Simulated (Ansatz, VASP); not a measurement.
Two plane-wave programs on PtS2

Contents of INCAR:

```
PREC = Accurate
ENCUT = 520
EDIFF = 1E-7
ISMEAR = 1
SIGMA = 0.1
LREAL = False
LASPH = True
NELM = 60
ALGO = Normal
ISIF = 2
LWAVE = False
LCHARG = False
GGA = PS
NBANDS = 18
```

File KPOINTS:

```
regular mesh
0
Gamma
  9 9 6
```

Contents of POSCAR:

```
PtS2
1.0
    3.5724839726      0.0000000000      0.0000000000
   -1.7862419863      3.0938606542      0.0000000000
    0.0000000000      0.0000000000      5.0804448637
Pt S
1 2
Direct
    0.0000000000      0.0000000000      0.0000000000
    0.3333333333      0.6666666667      0.2270000000
    0.6666666667      0.3333333333      0.7730000000
```

Input for Ansatz:

```yaml
crystal:
  lattice:
    - [3.5724839726163937, 0.0, 0.0]
    - [-1.7862419863081969, 3.093860654203376, 0.0]
    - [0.0, 0.0, 5.080444863744492]
  atoms:
    - { symbol: Pt, position: [0.0, 0.0, 0.0] }
    - { symbol: S, position: [0.3333333333333333, 0.6666666666666666, 0.227] }
    - { symbol: S, position: [0.6666666666666666, 0.3333333333333333, 0.773] }
basis:
  ecutwfc: 450.0
kpoints:
  mp_grid:
    grid: [9, 9, 6]
hamiltonian:
  xc: pbesol
  pseudopotentials:
    kind: paw
scf:
  max_iter: 60
  occupations:
    method: cold
    width: 0.1
output:
  stress: true
```

Alike in both runs: task single point; functional PBEsol; k mesh 9 × 9 × 6; no spin polarisation.

|  | VASP | Ansatz |
| --- | --- | --- |
| version | VASP 6.6.1 | Ansatz 0.2.0 |
| potentials or method | VASP PAW PBE potentials, release 64 (Pt, S) | plane waves, PAW |
| plane-wave cutoff (eV) | 520 | 450 |
| occupations | methfessel-paxton of order 1, width 0.1 eV | cold, width 0.1 eV |
| valence electrons in the cell | 22 | 30 |

VASP gave:

| Quantity | Value |
| --- | --- |
| pressure (GPa) | 2.2 |
| largest component of the traceless stress (GPa) | 0.81 |

Problem. What did Ansatz give for the same quantities?

Solution. Pressure (GPa): 2.5; largest component of the traceless stress (GPa): 0.67.

The two sets of potentials don't hold the same shells in valence.

Caveats: the PAW data sets were made with another functional, which shifts forces and pressure a little (VASP); spin-orbit coupling is left out, which moves the levels of the heavy elements; an odd mesh through Γ misses points on the zone boundary, where band edges often lie. PBEsol gaps usually lie below the measured ones, often by a third to a half.
